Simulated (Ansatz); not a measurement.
Crystal: C.

```
C
1.0
     4.25517    0.00000    0.00000
     0.00000    4.25517    0.00000
     0.00000    0.00000    1.28229
C
1
Direct
  0.50000 0.50000 0.50000
```

The cell was built by a generator and needn't be a form met in nature.

```yaml
Program: Ansatz 0.2.0
Task: relaxation of cell and atoms
Functional: HSE03
Potentials_or_basis: Ansatz PAW
Cutoff: "420 eV (not typed: the program's choice for these potentials)"
k_mesh: 3 × 3 × 10
Occupations: fermi-dirac, width 0.05 eV
Spin: no spin polarisation
```

At the start: volume 23.22 Å³/atom.

Question: How do energy, volume and symmetry change on relaxing?

Answer: It ends after 6 steps and the volume is 23.36 Å³/atom (+0.6 %); space group P4/mmm (No. 123, to 0.05 Å).

The path:
```tsv
step	energy change (eV)	largest force (eV/Å)	volume (Å³)
1	0.0000	0.0000	23.22
2	-0.0057	0.0000	23.07
3	-0.0058	0.0000	23.09
4	-0.0057	0.0000	23.13
5	-0.0054	0.0000	23.36
6	-0.0058	0.0000	23.36
```

Final structure:
```xyz
1
Lattice="4.2880 0.0000 0.0000 0.0000 4.2880 0.0000 0.0000 0.0000 1.2704" Properties=species:S:1:pos:R:3 pbc="T T T"
C     2.1440    2.1440    0.6352
```

Caveat: the k mesh is coarse (spacing up to 0.49 Å⁻¹), so the values aren't converged, least of all with exact exchange; the plane-wave basis is chosen anew once the cell has moved, so the energies of steps on either side of that aren't comparable; the PAW data sets come from PBE, with cores solved anew for the run's functional, which leaves a small shift of forces and pressure.
